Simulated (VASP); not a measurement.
GaAs:

```
As Ga
1.0
     0.00000    2.82685    2.82685
     2.82685    0.00000    2.82685
     2.82685    2.82685    0.00000
As Ga
1 1
Direct
  0.75000 0.75000 0.75000
  0.00000 0.00000 0.00000
```

* Program: VASP 6.6.1
* Task: relaxation of cell and atoms
* Functional: PBE
* Potentials or basis: VASP PAW PBE potentials, release 64 (As, Ga_d)
* Cutoff: 900 eV
* k mesh: 8 × 8 × 8
* Occupations: fermi-dirac, width 0.05 eV
* Spin: no spin polarisation

At the start: pressure 3.5 GPa; volume 22.59 Å³/atom.

Task: Where does the relaxation end?

Result: Over 5 steps the energy falls by 12.1 meV/atom and the volume is 23.81 Å³/atom (+5.4 %); space group F-43m (No. 216, to 0.05 Å).

The path:
```csv
step,energy change (eV),largest force (eV/Å),pressure (GPa),volume (Å³)
1,0.0000,0.0000,3.48,45.18
2,-0.0211,0.0000,-1.00,48.46
3,-0.0242,0.0000,0.17,47.54
4,-0.0242,0.0000,-0.14,47.67
5,-0.0242,0.0000,0.00,47.61
```

Final structure:
```
As Ga
1.0
     0.00000    2.87676    2.87676
     2.87676    0.00000    2.87676
     2.87676    2.87676    0.00000
As Ga
1 1
Direct
  0.75000 0.75000 0.75000
  0.00000 0.00000 0.00000
```
